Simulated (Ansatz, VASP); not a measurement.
One calculation of BaTiO3, two programs

```
Ba Ti O
1.0
     4.11979    0.00000    0.00000
     0.00000    4.11979    0.00000
     0.00000    0.00000    4.01800
Ba Ti O
1 1 3
Direct
  0.00000 0.00000 0.00000
  0.50000 0.50000 0.50000
  0.50000 0.50000 0.00000
  0.50000 0.00000 0.50000
  0.00000 0.50000 0.50000
```

Change from the starting cell: equal xx and yy strain of +3 %.

Alike in both runs: task single point; functional PBE; k mesh 7 × 7 × 7; occupations fermi-dirac, width 0.03 eV; no spin polarisation.

```csv
,VASP,Ansatz
version,VASP 6.6.1,Ansatz 0.2.0
potentials or method,"VASP PAW PBE potentials, release 64 (Ba_sv, Ti_sv, O), cutoff 520 eV","all-electron LAPW, scalar-relativistic"
```

```csv
,VASP,Ansatz,Ansatz less VASP
gap on the k mesh at the Fermi level (eV),1.64,1.70,+0.052
pressure (GPa),-5.6,-7.0,-1.40
largest component of the traceless stress (GPa),2.53,2.43,-0.097
```

Ansatz ran all-electron here, so the differences hold the error of VASP's frozen core and of both bases.

Caveats: spin-orbit coupling is left out, which moves the levels of the heavy elements; an odd mesh through Γ misses points on the zone boundary, where band edges often lie.
